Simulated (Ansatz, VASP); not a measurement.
**One calculation of HfO2, two programs**

The input INCAR:

```
SYSTEM = HfO2
PREC = Accurate ; ENCUT = 520
EDIFF = 1E-6 ; ISMEAR = 0
SIGMA = 0.05 ; LREAL = .FALSE.
LASPH = .TRUE. ; NELM = 100
ALGO = Normal ; ISIF = 2
LWAVE = .FALSE. ; LCHARG = .FALSE.
GGA = PS ; NBANDS = 18
```

The input KPOINTS:

```
regular mesh
0
G
  8 8 8
  0 0 0
```

The input POSCAR:

```
HfO2
1.0
    0.0000000000      2.5556108920      2.5220673956
    2.5220673956      0.0000000000      2.5220673956
    2.5220673956      2.5556108920      0.0000000000
Hf O
1 2
Direct
    0.0000000000      0.0000000000      0.0000000000
    0.2500000000      0.2500000000      0.2500000000
    0.7500000000      0.7500000000      0.7500000000
```

Input for Ansatz:

```yaml
crystal:
  lattice:
    - [0.0, 2.555610892, 2.5220673956]
    - [2.5220673956, 0.0, 2.5220673956]
    - [2.5220673956, 2.555610892, 0.0]
  atoms:
    - { symbol: Hf, position: [0.0, 0.0, 0.0] }
    - { symbol: O, position: [0.25, 0.25, 0.25] }
    - { symbol: O, position: [0.75, 0.75, 0.75] }
basis:
  ecutwfc: 520.0
kpoints:
  mp_grid: { grid: [8, 8, 8] }
hamiltonian:
  xc: pbesol
  pseudopotentials: { kind: paw, azcp: { folder: soft_1 } }
scf:
  occupations: { method: gaussian, width: 0.05 }
output:
  forces: true
  stress: true
  eigenvalues: true
```

Change from the starting cell: normal strain along x +0.0000, normal strain along y +0.0133.

Alike in both runs: task single point; functional PBEsol; k mesh 8 × 8 × 8; occupations gaussian, width 0.05 eV; no spin polarisation.

|  | VASP | Ansatz |
| --- | --- | --- |
| version | VASP 6.6.1 | Ansatz 0.2.0 |
| potentials or method | VASP PAW PBE potentials, release 64 (Hf_pv, O) | scalar-relativistic, plane waves, PAW |
| plane-wave cutoff (eV) | 520 | 520 |
| valence electrons in the cell | 22 | 38 |

Ansatz gave:

| Quantity | Value |
| --- | --- |
| gap on the k mesh at the Fermi level (eV) | 3.60 |
| least direct gap on the mesh (eV) | 3.60 |
| pressure (GPa) | -3.4 |
| largest component of the traceless stress (GPa) | 4.06 |

Problem. Estimate VASP's values.

Solution. gap on the k mesh at the Fermi level (eV): 3.62; least direct gap on the mesh (eV): 3.62; pressure (GPa): -7.0; largest component of the traceless stress (GPa): 4.13.

The two sets of potentials don't hold the same shells in valence. Ansatz warned: «pseudo_functional_mismatch».

Caveats: the PAW data sets were made with another functional, which shifts forces and pressure a little (VASP); spin-orbit coupling is left out, which moves the levels of the heavy elements. A k mesh can miss the band edges.
